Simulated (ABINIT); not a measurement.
# AlN (P6_3mc) in ABINIT: settings compared

The runs below take AlN through band structure, with PW91, WC.

Program: ABINIT 10.8.3 (patched build). These are calculated values, not measurements. Logs are shortened: lines on timing, memory, paths and dates and some standing lists are left out, and cuts for length are marked. The log counts tension as positive stress, the text compression.

**What was measured.**

“Structural and optical properties of self-assembled AlN nanowires grown on SiO2/Si substrates by molecular beam epitaxy”, 2024, arxiv:2402.00216 quotes, for a bulk crystal of AlN at 0 K: band gap 6.0343 eV (an exciton energy, a little under the gap).

“Self-assembly of well-separated AlN nanowires directly on sputtered metallic TiN films”, 2019, arxiv:1910.07391 quotes, for a bulk crystal of AlN at 10 K: band gap 6.034 eV (an exciton energy, a little under the gap).

The runs below are set against these values where they give the same quantity.

### Step 1. Starting point

The structure is hexagonal, space group P6_3mc (No. 186). Conventional cell: a = 3.113 Å, b = 3.113 Å, c = 4.981 Å, α = 90.00°, β = 90.00°, γ = 120.00°. Around Al (site symmetry 3m) lie 4 N at 1.89 Å. Around N (site symmetry 3m) lie 4 Al at 1.89 Å.

### Step 2. Band structure, PW91

run.abi

```
# Datasets: ground state, then fixed potential
ndtset 2

# Pseudopotentials
pp_dirpath "./"
pseudos "Al.GGA_PBE-JTH.xml, N.GGA_PBE-JTH.xml"

# Structure
acell 3*1.0 Angstrom
rprim
     3.1130000000     0.0000000000     0.0000000000
    -1.5565000000     2.6959370820     0.0000000000
     0.0000000000     0.0000000000     4.9810000000
ntypat 2
znucl 13 7
natom 4
typat 1 1 2 2
xred
     0.6666666667     0.3333333333     0.5000000000
     0.3333333333     0.6666666667     0.0000000000
     0.6666666667     0.3333333333     0.8800000000
     0.3333333333     0.6666666667     0.3800000000

# Plane-wave basis
ecut 31.0
pawecutdg 53.0
pawxcdev 0

# Exchange and correlation
ixc -109134

# Bands and occupations
occopt 3
tsmear 0.05 eV

# SCF cycle
nstep 100

# Output
iomode 3
prtwf 0
prteig 0
prtebands 0
enunit 1
prtden1 1
prtvha1 1
prtvclmb1 1
prtpot1 1

# Dataset 1
kptopt1 1
ngkpt1 10 10 6
nshiftk1 1
shiftk1 0.0 0.0 0.0
nband1 12
tolvrs1 1.0e-9

# Dataset 2: bands along G-M-K-G-A-L-H-A
iscf2 -2
getden2 1
nband2 18
nbdbuf2 4
tolwfr2 1.0e-11
kptopt2 -7
ndivsm2 5
prteig2 1
kptbounds2
     0.0000000000     0.0000000000     0.0000000000
     0.5000000000     0.0000000000     0.0000000000
     0.3333333333     0.3333333333     0.0000000000
     0.0000000000     0.0000000000     0.0000000000
     0.0000000000     0.0000000000     0.5000000000
     0.5000000000     0.0000000000     0.5000000000
     0.3333333333     0.3333333333     0.5000000000
     0.0000000000     0.0000000000     0.5000000000
```

Potentials or basis: JTH PAW PBE v2.0.

On the command line:

```sh
$ abinit run.abi > log 2>&1
```

run.abo:

```text
.Version 10.8.3 of ABINIT
 DATASET    1 : space group P6_3 m c (#186); Bravais hP (primitive hexag.)
================================================================================
 Values of the parameters that define the memory need for DATASET  1.
     intxc =       0    ionmov =       0      iscf =      17    lmnmax =       8
     lnmax =       4     mgfft =      48  mpssoang =       2    mqgrid =    3085
     natom =       4  nloc_mem =       2    nspden =       1   nspinor =       1
    nsppol =       1      nsym =      12    n1xccc =       1    ntypat =       2
    occopt =       3   xclevel =       2
       mpw =        2352          nfft =       43200          nkpt =          56
 PAW method is used; the additional fine FFT grid is defined by:
   mgfftf=        64    nfftf =    102400
================================================================================
================================================================================

 DATASET    2 : space group P6_3 m c (#186); Bravais hP (primitive hexag.)
================================================================================
 Values of the parameters that define the memory need for DATASET  2.
     intxc =       0    ionmov =       0      iscf =      -2    lmnmax =       8
     lnmax =       4     mgfft =      48  mpssoang =       2    mqgrid =    3085
     natom =       4  nloc_mem =       2    nspden =       1   nspinor =       1
    nsppol =       1      nsym =      12    n1xccc =       1    ntypat =       2
    occopt =       3   xclevel =       2
       mpw =        2370          nfft =       43200          nkpt =          56
 PAW method is used; the additional fine FFT grid is defined by:
   mgfftf=        64    nfftf =    102400
================================================================================
================================================================================

--------------------------------------------------------------------------------
------------- Echo of variables that govern the present computation ------------
--------------------------------------------------------------------------------
 -outvars: echo values of preprocessed input variables --------
            acell      1.8897261259E+00  1.8897261259E+00  1.8897261259E+00 Bohr
              amu      2.69815390E+01  1.40067400E+01
             ecut      3.10000000E+01 Hartree
           enunit           1
           getden1          0
           getden2          1
             iscf1         17
             iscf2         -2
                       outvar_i_n : Printing only first  50 k-points.
              ixc     -109134
           jdtset        1    2
                       outvar_i_n : Printing only first  50 k-points.
           kptopt1          1
           kptopt2         -7
[... 738 lines left out ...]
 reduced coordinates (array xred) for    4 atoms
       0.666666666667      0.333333333333      0.500000000000
       0.333333333333      0.666666666667      0.000000000000
       0.666666666667      0.333333333333      0.880000000000
       0.333333333333      0.666666666667      0.380000000000

 cartesian coordinates (angstrom) at end:
    1      1.55650000000000     0.89864569400000     2.49050000000000
    2      0.00000000000000     1.79729138800000     0.00000000000000
    3      1.55650000000000     0.89864569400000     4.38328000000000
    4      0.00000000000000     1.79729138800000     1.89278000000000
 length scales=  1.889726125908  1.889726125908  1.889726125908 bohr
              =  1.000000000000  1.000000000000  1.000000000000 angstroms
 Eigenvalues (   eV  ) for nkpt=  56  k points:
 kpt#   1, nband= 18, wtk=  1.00000, kpt=  0.0000  0.0000  0.0000 (reduced coord)
  -7.98011   -5.83287    1.20033    6.33765    6.33765    6.99232    6.99232    7.17084
  11.40237   13.83375   17.78585   18.32652   18.32652   20.28948   20.31330   20.31330
  21.67735   21.68017
 kpt#   2, nband= 18, wtk=  1.00000, kpt=  0.0556  0.0000  0.0000 (reduced coord)
  -7.94070   -5.81041    1.24713    6.14874    6.28330    6.79534    6.98756    7.15546
  11.60084   14.00585   17.62235   18.03037   18.44124   20.16227   20.35379   20.36225
  21.08066   21.47713
 kpt#   3, nband= 18, wtk=  1.00000, kpt=  0.1111  0.0000  0.0000 (reduced coord)
  -7.82394   -5.74560    1.38646    5.63419    6.13959    6.31406    6.96409    7.10060
  12.08839   14.44126   17.13979   17.41368   18.77272   19.82746   20.19272   20.32850
  20.78983   21.28571
 kpt#   4, nband= 18, wtk=  1.00000, kpt=  0.1667  0.0000  0.0000 (reduced coord)
  -7.63447   -5.64648    1.61506    4.92016    5.70494    5.94450    6.91153    6.99880
  12.67657   14.89398   16.37797   16.96218   19.25560   19.53162   19.56204   19.98549
  21.11733   21.59855
 kpt#   5, nband= 18, wtk=  1.00000, kpt=  0.2222  0.0000  0.0000 (reduced coord)
[... 193 lines left out ...]
  14.15755   14.15755   16.50056   16.50056   18.88892   18.88892   19.35437   19.35437
  23.78563   23.78604
 kpt#  54, nband= 18, wtk=  1.00000, kpt=  0.0606  0.0606  0.5000 (reduced coord)
  -6.97176   -6.97176    3.81773    3.81773    6.26810    6.26810    6.53547    6.53547
  13.96885   13.96885   16.82729   16.82729   18.89461   18.89461   18.98521   18.98521
  24.17616   24.45908
 kpt#  55, nband= 18, wtk=  1.00000, kpt=  0.0303  0.0303  0.5000 (reduced coord)
  -7.06212   -7.06212    3.85290    3.85290    6.54519    6.54519    6.62581    6.62581
  13.73929   13.73929   17.26862   17.26862   18.72660   18.72660   18.76586   18.76586
  24.60746   24.73482
 kpt#  56, nband= 18, wtk=  1.00000, kpt=  0.0000  0.0000  0.5000 (reduced coord)
  -7.09274   -7.09274    3.85994    3.85994    6.65548    6.65548    6.65548    6.65548
  13.63976   13.63976   17.50908   17.50908   18.64222   18.64222   18.64222   18.64222
  25.06149   25.09483

== END DATASET(S) ==============================================================
================================================================================

 -outvars: echo values of variables after computation  --------
            acell      1.8897261259E+00  1.8897261259E+00  1.8897261259E+00 Bohr
           etotal1    -2.4526721890E+01
            fcart1    -3.4329099458E-29 -1.9819914813E-29 -2.4492969484E-03
                      -8.0101232069E-29 -4.6246467897E-29 -2.4492969484E-03
                      -3.4329099458E-29 -1.9819914813E-29  2.4492969484E-03
                       1.4875943099E-28  8.5886297523E-29  2.4492969484E-03
            rprim      3.1130000000E+00  0.0000000000E+00  0.0000000000E+00
                      -1.5565000000E+00  2.6959370820E+00  0.0000000000E+00
                       0.0000000000E+00  0.0000000000E+00  4.9810000000E+00
           strten1    -9.6829122600E-05 -9.6829122596E-05 -1.5532695021E-04
                       0.0000000000E+00  0.0000000000E+00  0.0000000000E+00
           xangst      1.5565000000E+00  8.9864569400E-01  2.4905000000E+00
                       2.0731891839E-17  1.7972913880E+00  0.0000000000E+00
                       1.5565000000E+00  8.9864569400E-01  4.3832800000E+00
                       2.0731891839E-17  1.7972913880E+00  1.8927800000E+00
             xred      6.6666666667E-01  3.3333333333E-01  5.0000000000E-01
                       3.3333333333E-01  6.6666666667E-01  0.0000000000E+00
                       6.6666666667E-01  3.3333333333E-01  8.8000000000E-01
                       3.3333333333E-01  6.6666666667E-01  3.8000000000E-01
 Calculation completed.
```

Run time: 71 s. Hardware: 1 thread of Arm Neoverse V2, shared host; peak memory 0.15 GiB.

Results:

```yaml
Free_energy: -667.4061 eV
Pressure: 3.4 GPa
Largest_force: 0.126 eV/Å
Band_gap_on_the_k_mesh: 4.23 eV, direct
Band_gap_along_the_path: 4.23 eV, direct
Valence_electrons_inside_the_program's_atomic_spheres: Al 0.90; N 2.63
```

Forces on the atoms (eV/Å):
```
Al   0.000  0.000 -0.126
Al   0.000  0.000 -0.126
N    0.000  0.000  0.126
N    0.000  0.000  0.126
```

Levels at the corners of the path, in eV from the valence-band top:
| point | band 5 | band 6 | band 7 | band 8 | band 9 | band 10 | band 11 | band 12 |
| --- | --- | --- | --- | --- | --- | --- | --- | --- |
| Γ | -0.83 | -0.18 | -0.18 | 0.00 | 4.23 | 6.66 | 10.61 | 11.16 |
| M | -3.33 | -2.06 | -1.77 | -0.66 | 5.84 | 5.84 | 8.20 | 10.31 |
| K | -3.76 | -2.42 | -2.37 | -2.37 | 5.09 | 8.39 | 9.71 | 9.71 |
| Γ | -0.83 | -0.18 | -0.18 | 0.00 | 4.23 | 6.66 | 10.61 | 11.16 |
| A | -0.52 | -0.52 | -0.52 | -0.52 | 6.47 | 6.47 | 10.34 | 10.34 |
| L | -1.44 | -1.44 | -1.35 | -1.35 | 5.34 | 5.34 | 9.30 | 9.30 |
| H | -3.83 | -3.83 | -0.79 | -0.79 | 7.45 | 7.45 | 7.87 | 7.87 |
| A | -0.52 | -0.52 | -0.52 | -0.52 | 6.47 | 6.47 | 10.34 | 10.34 |

Caveat: the PAW data sets were made with another functional, which shifts forces and pressure a little.

(Part 1 of 2 ends here.)
